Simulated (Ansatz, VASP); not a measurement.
SnO: VASP beside Ansatz

The input INCAR:

```
PREC = Accurate
ENCUT = 520
EDIFF = 1E-7
ISMEAR = -1
SIGMA = 0.05
LREAL = False
LASPH = True
NELM = 80
ALGO = Normal
ISIF = 2
LWAVE = False
LCHARG = False
GGA = PS
NBANDS = 28
```

File KPOINTS:

```
Automatic mesh
0
Gamma
  7 7 6
```

The input POSCAR:

```
SnO
1.0
    3.8136952200      0.0000000000      0.0000000000
    0.0000000000      3.8136952200      0.0000000000
    0.0000000000      0.0000000000      4.8869133000
Sn O
2 2
Direct
    0.5091850000     -0.0043280000      0.7697660000
    0.0031930000      0.5007510000      0.2249020000
    0.0068460000      0.0034470000     -0.0019050000
    0.4935640000      0.4956290000     -0.0016140000
```

Contents of input.yaml:

```yaml
crystal:
  lattice:
    - [3.81369522, 0.0, 0.0]
    - [0.0, 3.81369522, 0.0]
    - [0.0, 0.0, 4.8869133]
  atoms:
    - { symbol: Sn, position: [0.509185, -0.004328, 0.769766] }
    - { symbol: Sn, position: [0.003193, 0.500751, 0.224902] }
    - { symbol: O, position: [0.006846, 0.003447, -0.001905] }
    - { symbol: O, position: [0.493564, 0.495629, -0.001614] }
hamiltonian:
  xc: pbesol
  pseudopotentials: { kind: paw }
kpoints:
  mp_grid: { grid: [7, 7, 6] }
scf:
  occupations: { method: fermi_dirac, width: 0.05 }
output:
  forces: true
  stress: true
  eigenvalues: true
```

Change from the starting cell: atoms moved at random, drawn with an rms of 0.05 Å.

Alike in both runs: task single point; functional PBEsol; k mesh 7 × 7 × 6; occupations fermi-dirac, width 0.05 eV; no spin polarisation.

```csv
,VASP,Ansatz
version,VASP 6.6.1,Ansatz 0.2.0
potentials or method,"VASP PAW PBE potentials, release 64 (Sn_d, O)",Ansatz PAW
plane-wave cutoff (eV),520,420
valence electrons in the cell,40,40
```

VASP gave:

| Property | Result |
| --- | --- |
| gap on the k mesh at the Fermi level (eV) | 0.59 |
| least direct gap on the mesh (eV) | 1.85 |
| pressure (GPa) | 2.2 |
| largest component of the traceless stress (GPa) | 0.51 |
| rms of the force components (eV/Å) | 0.394 |

Which values does Ansatz return?

gap on the k mesh at the Fermi level (eV): 0.58; least direct gap on the mesh (eV): 1.89; pressure (GPa): 2.0; largest component of the traceless stress (GPa): 0.51; rms of the force components (eV/Å): 0.358.

Atom by atom the forces differ by 0.038 eV/Å (rms over components).

Caveats: spin-orbit coupling is left out, which moves the levels of the heavy elements; the PAW data sets were made with another functional, which shifts forces and pressure a little (VASP); an odd mesh through Γ misses points on the zone boundary, where band edges often lie (VASP); odd divisions of the mesh miss points on the zone boundary, where band edges often lie, so the gap on the mesh can be too wide (Ansatz); the pressure holds a Pulay correction of +0.5 GPa for the finite cutoff (Ansatz); the PAW data sets come from PBE, with cores solved anew for the run's functional, which leaves a small shift of forces and pressure (Ansatz).
